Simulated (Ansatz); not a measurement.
**Elastic constants of RbCl (Fm-3m), step by step**

```xyz
2
Lattice="0.0000 3.1885 3.1885 3.1885 0.0000 3.1885 3.1885 3.1885 0.0000" Properties=species:S:1:pos:R:3 pbc="T T T"
Rb    0.0000    0.0000    0.0000
Cl    3.1885    3.1885    3.1885
```

The conventional cell has a = 6.377 Å, b = 6.377 Å, c = 6.377 Å, α = 90.00°, β = 90.00°, γ = 90.00°. Rb (atom 1) is surrounded by 6 Cl at 3.19 Å. Around Cl (atom 2) lie 6 Rb at 3.19 Å.

Level of theory, where no other is named: LDA, all-electron LAPW in Ansatz 0.2.0, scalar-relativistic. k mesh 6×6×6, strains of ±0.005, fixed occupations, basis error target 1 meV/atom. The cell was relaxed by PAW under this functional, which moved its volume by -8 % from the database entry's.

The cell is cubic and carries a residual pressure of 0.01 GPa at this level. Each strain component that symmetry leaves independent is applied at ±0.005, the ions relax wherever a strain frees them, and the stress (tension positive, GPa) is read. Shears are engineering strains, γ = 2ε.

```csv
strain,size,σxx,σyy,σzz,σyz,σxz,σxy
xx,-0.005,-0.2833,-0.0356,-0.0356,0.0000,0.0000,0.0000
xx,+0.005,0.2527,0.0240,0.0240,0.0000,0.0000,0.0000
yz,-0.005,-0.0054,-0.0054,-0.0054,-0.0245,0.0000,0.0000
yz,+0.005,-0.0054,-0.0054,-0.0054,0.0245,0.0000,0.0000
```

A central difference gives one constant, for example C11 ≈ (0.2527 − (-0.2833))/(0.01) = 53.6 GPa; the program then imposes the crystal's symmetry on the whole matrix.

Question: What are the independent elastic constants?

Answer: C11 = 53.6, C12 = 6.0, C44 = 4.9 GPa.

Question: Do they meet the Born conditions?

Answer: C11 − C12 = 47.6, C11 + 2C12 = 65.5 and C44 = 4.9 GPa must all be positive, so the crystal is elastically stable; that says nothing yet of its phonons.

Question: What moduli does a random aggregate of grains have?

Answer: B = (C11 + 2C12)/3 = 21.8 GPa. G_V = (C11 − C12 + 3C44)/5 = 12.5 and G_R = 5(C11 − C12)C44/(4C44 + 3(C11 − C12)) = 7.2, so G_H = 9.8 GPa. Then E = 9BG/(3B + G) = 25.6 GPa, ν = (3B − 2G)/(6B + 2G) = 0.304 and B/G = 2.22, on the ductile side of Pugh's 1.75 (a rule of thumb, made for metals; it doesn't predict ductility here).

Question: With the density of 3.097 g/cm³, how fast does sound travel, and what Debye temperature follows?

Answer: 

| direction | slow (m/s) | middle (m/s) | fast (m/s) |
| --- | --- | --- | --- |
| [100] | 1258 | 1258 | 4160 |
| [110] | 1258 | 2773 | 3346 |
| [111] | 2378 | 2378 | 3027 |

The mean of v⁻³ over directions and branches gives v_m = 1855 m/s and θ_D = (ħ/k_B) v_m (6π²n)^(1/3) = 173 K, n being atoms per volume. Young's modulus spans 14 to 52 GPa over directions, and the universal anisotropy index is 3.68.

Question: How far do the constants move if PAW replaces LAPW in the same cell?

Answer: 

| constant | LAPW (GPa) | PAW (GPa) | difference |
| --- | --- | --- | --- |
| C11 | 53.6 | 53.5 | -0.1 |
| C12 | 6.0 | 6.0 | 0.0 |
| C44 | 4.9 | 4.8 | -0.1 |

Question: How do the constants change if the ions are clamped to the homogeneous strain?

Answer: None moves by more than 0.3 GPa: by symmetry a homogeneous strain puts no force on these sites.

Question: What happens at 10 GPa (cell relaxed there)?

Answer: The volume falls to 0.7832 of its value, and C11 = 164.9, C12 = 16.7, C44 = -3.4 GPa (slopes of the stress), in this structure whether or not another phase takes over. The matrix has a negative eigenvalue there, so the lattice is mechanically unstable at that pressure.

Known limits: the frozen-core PAW files of the compared runs were fitted under PBE, their cores solved anew for this functional.
